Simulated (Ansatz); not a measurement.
Reaction (formal exchange of groups at a C–F bond): `O=C(F)c1ccccc1` + `CC(C)=O` → `CC(=O)CC(=O)c1ccccc1` + H–F

Computed with Ansatz on PBE0-D4/def2-TZVP structures; ΔE is electronic, products minus reactants. CBS: MP2 limit from def2 TZ/QZ plus the TZ coupled-cluster correction, frozen cores. This one scheme is used for every species. DFT in def2-TZVPP. Each species was taken in one conformer, which may not be the lowest.

`O=C(F)c1ccccc1`:

```xyz
14

O     2.085   -2.289    0.755
C     0.974   -2.077    0.408
F     0.123   -3.104    0.208
C     0.345   -0.772    0.147
C     1.126    0.370    0.315
C     0.578    1.617    0.081
C    -0.747    1.727   -0.320
C    -1.525    0.591   -0.488
C    -0.983   -0.661   -0.256
H     2.156    0.257    0.628
H     1.183    2.506    0.210
H    -1.175    2.706   -0.504
H    -2.559    0.682   -0.801
H    -1.582   -1.553   -0.384
```

`CC(C)=O`:

Cartesian coordinates in Å:
```
C 1.220 0.408 -0.086
C 0.080 -0.373 0.515
C -1.258 -0.229 -0.161
O 0.231 -1.073 1.485
H 1.311 0.194 -1.154
H 1.021 1.480 0.006
H 2.150 0.165 0.425
H -1.203 -0.632 -1.177
H -2.021 -0.764 0.401
H -1.531 0.825 -0.254
```

`CC(=O)CC(=O)c1ccccc1`:

Z-matrix (Å, degrees):
```
C
C 1 1.499
H 1 1.093 2 110.5
H 1 1.088 2 110.3 3 -123.3
H 1 1.095 2 108.8 3 116.8
C 2 1.524 1 115.8 3 -44.6
O 2 1.205 1 123.1 3 135.0
C 6 1.521 2 110.2 1 77.1
H 6 1.088 2 108.6 1 -160.0
H 6 1.091 2 109.6 1 -39.4
O 8 1.210 6 119.7 2 -91.3
C 8 1.484 6 118.6 2 87.7
C 12 1.395 8 118.0 6 169.9
C 12 1.394 8 122.4 6 -11.4
C 13 1.381 12 120.3 8 179.5
H 13 1.083 12 118.4 8 -0.6
C 14 1.386 12 120.0 8 -178.7
H 14 1.083 12 120.4 8 -0.9
C 15 1.390 13 119.9 12 -0.8
H 15 1.084 13 120.0 12 179.4
H 17 1.083 14 119.8 12 179.2
H 19 1.084 15 119.9 13 -179.8
```

H–F:

```xyz
2

F    -0.248    0.318   -0.221
H     0.248   -0.318    0.221
```

```tsv
level	ΔE (kcal/mol)
r2SCAN-D4	7.8
MP2/def2-TZVPP	1.9
CCSD(T)/def2-TZVPP	4.0
MP2/def2-QZVPP	1.3
```

(1) What does CCSD(T)/CBS give? (Best estimate.)

Largest T1 diagnostic among the species: 0.014.

Results:

(1) Computed: +2.9 kcal/mol. The listed levels differ from it by 4.9, -1.0, 1.1, -1.6 kcal/mol.

In def2-TZVPP, CCSD(T) changes the Hartree–Fock value by −8.4 kcal/mol (the triples alone add −1.1 kcal/mol) and MP2 by −10.5 kcal/mol. The D4 term adds −4.4 kcal/mol with B3LYP and −2.7 kcal/mol with PBE0; it sums over pairs of atoms, weighted by their polarisabilities, and B3LYP, whose exchange is more repulsive, gets the larger term.

B3LYP here is the variant with VWN-RPA as its local correlation; programs differ in this.

CCSD(T)/CBS has its own doubt, a few kJ/mol and more with outer-core shells, so smaller differences from it don't rank the levels.
